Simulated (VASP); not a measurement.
# InAs (F-43m) in VASP: phonons with PBEsol

Aim: the phonons of InAs with PBEsol.

Program: VASP 6.6.1. These are calculated values, not measurements. Logs are shortened: lines on timing, memory, paths and dates and some standing lists are left out, and cuts for length are marked.

**1. The structure**

Symmetry: F-43m, No. 216, cubic system. The conventional cell has a = 6.088 Å, b = 6.088 Å, c = 6.088 Å, α = 90.00°, β = 90.00°, γ = 90.00°. In (site symmetry -43m) has 4 As at 2.64 Å as nearest neighbours. As (site symmetry -43m) is surrounded by 4 In at 2.64 Å.

**2. Phonons, PBEsol**

File INCAR:

```
SYSTEM = InAs
PREC = Accurate
ENCUT = 520
EDIFF = 1E-8
ISMEAR = -1
SIGMA = 0.15
LREAL = .False.
LASPH = .True.
NELM = 100
ALGO = Fast
ISIF = 2
LWAVE = .False.
LCHARG = .False.
GGA = PS
NBANDS = 16
IBRION = 8
NSW = 1
```

File KPOINTS:

```
regular mesh
0
Gamma
  12 12 12
  0 0 0
```

File POSCAR:

```
InAs
1.0
    0.0000000000      3.0438898535      3.0438898535
    3.0438898535      0.0000000000      3.0438898535
    3.0438898535      3.0438898535      0.0000000000
In As
1 1
Direct
    0.0000000000      0.0000000000      0.0000000000
    0.2500000000      0.2500000000      0.2500000000
```

Potentials or basis: VASP PAW PBE potentials, release 64 (In_d, As).

The run is started by

```bash
cat potpaw_PBE.64/In_d/POTCAR potpaw_PBE.64/As/POTCAR > POTCAR
mpirun -np 1 vasp_std > vasp.out
```

OUTCAR:

```text
SYSTEM = InAs
   PREC = Accurate
   ENCUT = 520
   EDIFF = 1E-8
   ISMEAR = -1
   LREAL = .False.
   LASPH = .True.
   NELM = 100
   ISIF = 2
   GGA = PS
   IBRION = 8
   NSW = 1

 ion  position               nearest neighbor table
   1  0.000  0.000  0.000-   2 2.64   2 2.64   2 2.64   2 2.64
   2  0.250  0.250  0.250-   1 2.64   1 2.64   1 2.64   1 2.64

  LATTYP: Found a face centered cubic cell.
 ALAT       =     6.0877797070

  Lattice vectors:

 A1 = (   0.0000000000,   3.0438898535,   3.0438898535)
 A2 = (   3.0438898535,   0.0000000000,   3.0438898535)
 A3 = (   3.0438898535,   3.0438898535,   0.0000000000)

Analysis of symmetry for initial positions (statically):
=====================================================================
 Subroutine PRICEL returns:
 Original cell was already a primitive cell.

 Routine SETGRP: Setting up the symmetry group for a
 face centered cubic supercell.

 Subroutine GETGRP returns: Found 24 space group operations
 (whereof 24 operations were pure point group operations)
 out of a pool of 48 trial point group operations.

The static configuration has the point symmetry T_d .

Analysis of symmetry for dynamics (positions and initial velocities):
=====================================================================
 Subroutine PRICEL returns:
 Original cell was already a primitive cell.

 Routine SETGRP: Setting up the symmetry group for a
 face centered cubic supercell.

 Subroutine GETGRP returns: Found 24 space group operations
 (whereof 24 operations were pure point group operations)
 out of a pool of 48 trial point group operations.

The dynamic configuration has the point symmetry T_d .

 Subroutine INISYM returns: Found 24 space group operations
 (whereof 24 operations are pure point group operations),
 and found     1 'primitive' translations

----------------------------------------------------------------------------------------

                                     Primitive cell

  volume of cell :      56.4049

  direct lattice vectors                    reciprocal lattice vectors
     0.000000000  3.043889854  3.043889854    -0.164263500  0.164263500  0.164263500
     3.043889854  0.000000000  3.043889854     0.164263500 -0.164263500  0.164263500
     3.043889854  3.043889854  0.000000000     0.164263500  0.164263500 -0.164263500

  length of vectors
     4.304710313  4.304710313  4.304710313     0.284512727  0.284512727  0.284512727

  position of ions in fractional coordinates (direct lattice)
     0.000000000  0.000000000  0.000000000
     0.250000000  0.250000000  0.250000000

  ion indices of the primitive-cell ions
   primitive index   ion index
                 1           1
                 2           2

----------------------------------------------------------------------------------------

 KPOINTS: regular mesh

Automatic generation of k-mesh.
 Grid dimensions read from file:
 generate k-points for:   12   12   12

 Generating k-lattice:

  Cartesian coordinates                     Fractional coordinates (reciprocal lattice)
    -0.013688625  0.013688625  0.013688625     0.083333333  0.000000000  0.000000000
     0.013688625 -0.013688625  0.013688625     0.000000000  0.083333333  0.000000000
     0.013688625  0.013688625 -0.013688625     0.000000000  0.000000000  0.083333333

  Length of vectors
     0.023709394  0.023709394  0.023709394

  Shift w.r.t. Gamma in fractional coordinates (k-lattice)
     0.000000000  0.000000000  0.000000000

 Subroutine IBZKPT returns following result:
[... 69 lines left out ...]
     AMIX_MAG =   1.60;   BMIX_MAG =  1.00
  volume/ion in A,a.u.               =      28.20       190.32
  Fermi-wavevector in a.u.,A,eV,Ry     =   1.118734  2.114100 17.028578  1.251565
  Thomas-Fermi vector in A             =   2.255367
   LORBIT       =      0    0 simple, 1 ext, 2 COOP (PROOUT), +10 PAW based schemes
   GGA     = PS    functional components
   LHFCALC =     F    Hartree Fock is set to
   AEXX    =    0.0000 exact exchange contribution
   IVDW    =     0    specifies the selected vdW correction
   LEPSILON=     F    determine dielectric tensor
   LRPA    =     F    only Hartree local field effects (RPA)
 non-spin polarized calculation
 RMM-DIIS sequential band-by-band and
  energy-cutoff  :      520.00
  volume of cell :       56.40
 maximum number of plane-waves:      1540
   NGX = 17   NGY = 17   NGZ = 17

--------------------------------------- Ionic step        1  -------------------------------------------

 number of electron      17.9999992 magnetization

 Free energy of the ion-electron system (eV)
  ---------------------------------------------------
  ext. energy  EPLUGINS =         0.00000000
  ---------------------------------------------------
  free energy    TOTEN  =        -8.49178940 eV

  energy without entropy =       -8.48817154  energy(sigma->0) =       -8.48998047

 E-fermi :   4.5393     XC(G=0):  -9.1968

 val. band max:        4.1703305955   @ k =   0.0000   0.0000   0.0000
 cond. band min:       4.8844425204   @ k =   0.0833   0.0000   0.0000
 fundamental gap:      0.7141119248
 Fermi energy:         4.5392877303

 k-point     1 :       0.0000    0.0000    0.0000
  band No.  band energies     occupation
      1     -10.1200      2.00000
      2     -10.1200      2.00000
      3     -10.1200      2.00000
      4     -10.0003      2.00000
      5     -10.0003      2.00000
      6      -7.5908      2.00000
[... 433 lines left out ...]
      3     -10.0786      2.00000
      4      -9.9997      2.00000
      5      -9.9944      2.00000
      6      -6.0226      2.00000
[... 8 lines left out ...]
     15      13.7489      0.00000
     16      14.1257      0.00000

 [... further k-points ...]
[... 5 lines left out ...]
  --------------------------------------------------------------------------------------
  -------------------------------------------------------------------------------------
  Total        0.0299951      0.0299951      0.0299951      0.0000000      0.0000000     -0.0000000
  in kB        0.8520100      0.8520100      0.8520100      0.0000000      0.0000000     -0.0000000
  external PRESSURE =       0.8520100 kB  Pullay stress =       0.0000000 kB

 VOLUME and BASIS-vectors are now :
 -----------------------------------------------------------------------------
  energy-cutoff  :      520.00
  volume of cell :       56.40
      direct lattice vectors                 reciprocal lattice vectors
     0.000000000  3.043889854  3.043889854    -0.164263500  0.164263500  0.164263500
     3.043889854  0.000000000  3.043889854     0.164263500 -0.164263500  0.164263500
     3.043889854  3.043889854  0.000000000     0.164263500  0.164263500 -0.164263500

 POSITION                                       TOTAL-FORCE (eV/Angst)
 -----------------------------------------------------------------------------------
      0.00000      0.00000      0.00000        -0.000000     -0.000000     -0.000000
      1.52194      1.52194      1.52194         0.000000      0.000000      0.000000
 -----------------------------------------------------------------------------------
    total drift:                               -0.000000     -0.000000     -0.000000

  FREE ENERGIE OF THE ION-ELECTRON SYSTEM (eV)
  ---------------------------------------------------
  free  energy   TOTEN  =        -8.4917894013 eV

  energy  without entropy=       -8.4881715377  energy(sigma->0) =       -8.48998047

[... ionic steps 2 to 3 ...]

--------------------------------------- Ionic step        4  -------------------------------------------

------------------------ aborting loop because EDIFF is reached ----------------------------------------

[... ionic steps 5 to 6 ...]

--------------------------------------- Ionic step        7  -------------------------------------------

 Free energy of the ion-electron system (eV)
  ---------------------------------------------------
  ---------------------------------------------------
  free energy    TOTEN  =        -0.04525757 eV

  energy without entropy =       -0.04525757

------------------------ aborting loop because EDIFF is reached ----------------------------------------

 INTERNAL STRAIN TENSOR  FOR ION    2  DIRECTION 1   (eV/Angst):
 -----------------------------------------------------------------------------
     0.00416  0.00000  0.00000
     0.00000 -0.00090 -7.31746
     0.00000 -7.31746 -0.00090

 INTERNAL STRAIN TENSOR FOR ION    2 for displacements in x,y,z  (eV/Angst):
          X           Y           Z          XY          YZ          ZX
  --------------------------------------------------------------------------------
  x     0.00000     0.00000     0.00000     0.00000    -7.31746     0.00000
  y     0.00000     0.00000     0.00000     0.00000     0.00000    -7.31746
  z     0.00000     0.00000     0.00000    -7.31746     0.00000     0.00000

 SECOND DERIVATIVES (NOT SYMMETRIZED)
 ------------------------------------
               1X          1Y          1Z          2X          2Y          2Z
  1X    -7.283566    0.000000    0.000000    7.283566    0.000000    0.000000
  1Y     0.000000   -7.283566    0.000000    0.000000    7.283566    0.000000
  1Z     0.000000    0.000000   -7.283566    0.000000    0.000000    7.283566
  2X     7.311113    0.000000    0.000000   -7.311113    0.000000    0.000000
  2Y     0.000000    7.311113    0.000000    0.000000   -7.311113    0.000000
  2Z     0.000000    0.000000    7.311113    0.000000    0.000000   -7.311113

 Eigenvectors and eigenvalues of the dynamical matrix
 ----------------------------------------------------

   1 f  =    6.273178 THz    39.415542 2PiTHz  209.250705 cm-1    25.943769 meV
             X         Y         Z           dx          dy          dz
      0.000000  0.000000  0.000000     0.000000    0.627663    0.000000
      1.521945  1.521945  1.521945     0.000000   -0.778485    0.000000
[... 21 lines left out ...]
   6 f/i=    0.005786 THz     0.036352 2PiTHz    0.192988 cm-1     0.023927 meV
             X         Y         Z           dx          dy          dz
      0.000000  0.000000  0.000000     0.000000    0.000000    0.778485
      1.521945  1.521945  1.521945     0.000000    0.000000    0.627663

--------------------------------------------------------------------------------------------------------

 ELASTIC MODULI CONTR FROM IONIC RELAXATION (kBar)
 Direction    XX          YY          ZZ          XY          YZ          ZX
 --------------------------------------------------------------------------------
 XX          -0.0000      0.0000      0.0000     -0.0000      0.0000     -0.0000
 YY           0.0000     -0.0000     -0.0000     -0.0000     -0.0000      0.0000
 ZZ           0.0000     -0.0000     -0.0000      0.0000     -0.0000     -0.0000
 XY          -0.0000     -0.0000      0.0000   -205.3306     -0.0000      0.0000
 YZ           0.0000     -0.0000     -0.0000     -0.0000   -205.3306     -0.0000
 ZX          -0.0000      0.0000     -0.0000      0.0000     -0.0000   -205.3306
 --------------------------------------------------------------------------------
```

Run time: 7.9 min. Hardware: 1 thread of Intel Xeon Platinum 8259CL at 2.50GHz (Skylake/Cascade Lake), shared host; peak memory 0.63 GiB.

What came out:

```
Highest phonon frequency at Γ, LO-TO splitting left out : 209 cm⁻¹
```

Phonon frequencies in cm⁻¹ (negative: imaginary):
| q point | frequencies |
| --- | --- |
| (0.000, 0.000, 0.000) | 0 0 0 209 209 209 |

Caveat: the PAW data sets were made with another functional, which shifts forces and pressure a little.
